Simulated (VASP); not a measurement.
The system is PtSe2 (Sudovikovite).

```xyz
3
Lattice="3.7240 0.0000 0.0000 -1.8620 3.2251 0.0000 0.0000 0.0000 5.0620" Properties=species:S:1:pos:R:3 pbc="T T T"
Pt    0.0000    0.0000    0.0000
Se    1.8620    1.0750    3.7965
Se    0.0000    2.1501    1.2655
```

```yaml
Program: VASP 6.6.1
Task: relaxation of cell and atoms
Functional: r2SCAN
Dispersion: D4
Potentials_or_basis: VASP PAW PBE potentials, release 64 (Pt, Se)
Cutoff: 600 eV
k_mesh: 8 × 8 × 5
Occupations: gaussian, width 0.05 eV
Spin: no spin polarisation
```

At the start: pressure 3.8 GPa; volume 20.27 Å³/atom.

**Question.** Where does the relaxation end?

**Answer.** Over 11 steps the energy falls by 8.8 meV/atom and the volume is 21.40 Å³/atom (+5.6 %); space group P-3m1 (No. 164, to 0.05 Å).

Step by step:
```
step  energy change (eV)  largest force (eV/Å)  pressure (GPa)  volume (Å³)
   1              0.0000                0.3871            3.75        60.80
   2              0.0378                0.5921           -5.53        65.07
   3             -0.0198                0.0032           -0.05        62.32
   4             -0.0198                0.0039            0.03        62.29
   5             -0.0211                0.0240            0.07        62.34
   6             -0.0223                0.0869            0.15        62.46
   7             -0.0233                0.0827            0.04        62.72
   8             -0.0247                0.0754           -0.17        63.21
   9             -0.0257                0.0686           -0.53        64.19
  10             -0.0262                0.0320           -0.21        64.19
  11             -0.0264                0.0053            0.01        64.19
```

Final structure:
```
CELL_PARAMETERS angstrom
3.72947 0.00000 0.00000
-1.86473 3.22981 0.00000
0.00000 0.00000 5.32865
ATOMIC_POSITIONS crystal
Pt 0.00000 0.00000 0.00000
Se 0.66667 0.33333 0.75606
Se 0.33333 0.66667 0.24394
```

Caveat: the PAW data sets were made with another functional, which shifts forces and pressure a little.
